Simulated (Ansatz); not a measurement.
# TiO2: relaxation of cell and atoms with BLYP

Crystal: TiO2.

```
Ti O
1.0
     2.96826    0.00000    0.00000
     0.00021    4.70761    0.00000
     1.48357    0.24235    7.08346
Ti O
3 6
Cartesian
  0.0111 0.0020 0.0050
  1.4933 2.3377 2.2452
  2.9797 2.6161 4.8486
  1.4969 0.9041 0.9105
  2.9795 1.5111 3.2009
  1.4967 1.6498 5.7110
  2.9804 3.3042 1.3825
  1.4963 3.4427 3.8925
  2.9811 4.0496 6.1826
```

The cell comes from a database or a generator and needn't be the stable form of this composition.

| Item | Value |
| --- | --- |
| Program | Ansatz 0.2.0 |
| Task | relaxation of cell and atoms |
| Functional | BLYP |
| Potentials or basis | Ansatz PAW |
| Cutoff | 420 eV (not typed: the program's choice for these potentials) |
| k mesh | 9 × 6 × 4 |
| Occupations | fermi-dirac, width 0.05 eV |
| Spin | no spin polarisation |

The relaxed volume is 11.59 Å³/atom. The relaxed cell is a = 3.008 Å, b = 4.826 Å, c = 7.345 Å, α = 88.31°, β = 78.20°, γ = 89.98°. The space group after relaxing (to 0.05 Å) is C2 (No. 5). The energy gained by relaxing is 14.0 meV/atom. The ionic steps are 19. The pressure after relaxing is 0.0 GPa, the largest force after relaxing is 0.008 eV/Å and the band gap on the k mesh is 2.33 eV, indirect (least direct gap 2.33 eV).

Forces on the atoms (eV/Å):
```
Ti   0.000 -0.001  0.001
Ti   0.000 -0.001  0.006
Ti   0.000  0.001 -0.008
O    0.000  0.000 -0.001
O    0.000  0.002  0.000
O    0.000 -0.001  0.002
O    0.000  0.002 -0.003
O    0.000 -0.001  0.002
O    0.000  0.000  0.001
```

The path:
```
step  energy change (eV)  largest force (eV/Å)  volume (Å³)
   1              0.0000                0.3079        98.98
   2             -0.0845                0.2110       102.52
   3             -0.0881                0.0393       103.44
   4             -0.0880                0.0222       103.52
   5             -0.0881                0.0138       103.52
   6             -0.0882                0.0028       103.52
   7             -0.0882                0.0029       103.52
   8             -0.0882                0.0033       103.52
   9             -0.0882                0.0035       103.52
  10             -0.0882                0.0043       103.52
  11             -0.0882                0.0080       103.53
  12             -0.0881                0.0118       103.54
  13             -0.0896                0.0623       103.68
  14             -0.0910                0.0071       103.80
  15             -0.1247                0.0071       103.80
  16             -0.1222                0.0324       104.38
  17             -0.1227                0.0330       104.33
  18             -0.1230                0.0076       104.31
  19             -0.1258                0.0076       104.31
```

Final structure:
```
Ti O
1.0
     3.00768    0.00040   -0.00027
     0.00085    4.82600   -0.01076
     1.50267    0.23245    7.18543
Ti O
3 6
Cartesian
  -0.0948 0.0025 0.0050
  1.4891 2.4093 2.2673
  3.0042 2.6537 4.9179
  1.5432 0.9307 0.9236
  3.0400 1.5755 3.2258
  1.5414 1.6660 5.7875
  3.0478 3.3972 1.3967
  1.5352 3.4863 3.9589
  3.0470 4.1321 6.2603
```

Levels at points of the mesh, in eV from the valence-band top:
```csv
k point,band 34,band 35,band 36,band 37,band 38,band 39
"(0.00, 0.00, 0.00)",-0.43,-0.29,-0.04,2.33,2.65,2.70
"(0.00, 0.00, -0.50)",-0.75,-0.31,-0.11,2.38,2.59,2.60
"(0.00, -0.50, 0.00)",-0.83,-0.75,-0.70,2.35,2.58,2.68
"(0.00, -0.50, -0.50)",-0.70,-0.67,-0.23,2.34,2.55,2.62
```

Wall time 5.8 min on 4 threads of Arm Neoverse V2 (shared host), peak memory 0.69 GiB.

Caveat: odd divisions of the mesh miss points on the zone boundary, where band edges often lie, so the gap on the mesh can be too wide; the plane-wave basis is chosen anew once the cell has moved, so the energies of steps on either side of that aren't comparable; the pressure holds a Pulay correction of +0.8 GPa for the finite cutoff; the PAW data sets come from PBE, with cores solved anew for the run's functional, which leaves a small shift of forces and pressure. A k mesh can miss the band edges.
